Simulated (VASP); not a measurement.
**MgI2: single point with PBE**

MgI2:

```
Mg I
1.0
     2.08512    1.20385    6.91371
    -2.08512    1.20385    6.91371
     0.00000   -2.40769    6.91371
Mg I
1 2
Direct
  0.00000 0.00000 0.00000
  0.25307 0.25307 0.25307
  0.74693 0.74693 0.74693
```

The cell was built by a generator and needn't be a form met in nature.

The cell isn't the ideal one: hydrostatic strain +0.3%.

```yaml
Program: VASP 6.6.1
Task: single point
Functional: PBE
Potentials_or_basis: VASP PAW PBE potentials, release 64 (Mg, I)
Cutoff: 520 eV
k_mesh: 8 × 8 × 8
Occupations: fermi-dirac, width 0.02 eV
Spin: no spin polarisation
Dipole_correction: no
Further_INCAR_settings: ALGO = Normal; EDIFF = 1e-06; NBANDS = 15
```

| Item | Value |
| --- | --- |
| Pressure | 0.9 GPa |
| Band gap on the k mesh | 3.26 eV, indirect (least direct gap 3.66 eV) |

Stress tensor (GPa, compression positive):
```
0.77 0.00 0.00
0.00 0.77 0.00
0.00 0.00 1.11
```

Levels at points of the mesh, in eV from the valence-band top:
| k point | band 5 | band 6 | band 7 | band 8 | band 9 | band 10 | band 11 | band 12 |
| --- | --- | --- | --- | --- | --- | --- | --- | --- |
| (0.00, 0.00, 0.00) | -0.45 | -0.07 | -0.07 | 0.00 | 3.67 | 4.73 | 6.51 | 6.51 |
| (0.50, 0.00, 0.00) | -1.58 | -1.21 | -1.19 | -0.67 | 3.80 | 5.44 | 6.37 | 7.08 |
| (0.50, 0.50, 0.00) | -1.36 | -1.29 | -0.45 | -0.41 | 3.26 | 5.03 | 5.15 | 6.96 |
| (0.50, 0.50, 0.50) | -0.36 | -0.36 | -0.18 | -0.18 | 4.59 | 4.88 | 6.67 | 6.67 |

Run time: 2.3 min on 1 thread of Intel(R) Xeon(R) Platinum 8488C (Sapphire Rapids), with other jobs on the host, peak memory 0.43 GiB.

Caveat: spin-orbit coupling is left out, which moves the levels of the heavy elements. A k mesh can miss the band edges.
